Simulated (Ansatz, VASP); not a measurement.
# Two plane-wave programs on GaN

```xyz
2
Lattice="0.0000 2.1714 2.1714 2.1714 0.0000 2.1714 2.1714 2.1714 0.0000" Properties=species:S:1:pos:R:3 pbc="T T T"
Ga    0.0000    0.0000    0.0000
N     3.2570    3.2570    3.2570
```

Alike in both runs: functional PBEsol; k mesh 10 × 10 × 10; no spin polarisation.

Ansatz relaxed the structure, and its values are those at the end. VASP's run is a single point on that final structure, the one shown.

|  | VASP | Ansatz |
| --- | --- | --- |
| version | VASP 6.6.1 | Ansatz 0.2.0 |
| potentials or method | VASP PAW PBE potentials, release 64 (Ga_d, N) | scalar-relativistic, plane waves, PAW |
| plane-wave cutoff (eV) | 520 | 420 |
| occupations | gaussian, width 0.01 eV | fixed |
| valence electrons in the cell | 18 | 18 |

```tsv
	VASP	Ansatz	Ansatz less VASP
gap on the k mesh at the Fermi level (eV)	2.39	2.37	-0.024
least direct gap on the mesh (eV)	2.39	2.37	-0.024
pressure (GPa)	24.6	25.0	+0.34
```

Caveats: so large a pressure means that the cell lies far from this level's equilibrium, or that cutoff or potentials fall short (VASP); the potentials were made for another functional, which shifts forces and pressure (VASP). A hybrid or GW would open this gap; PBEsol tends to underestimate it.
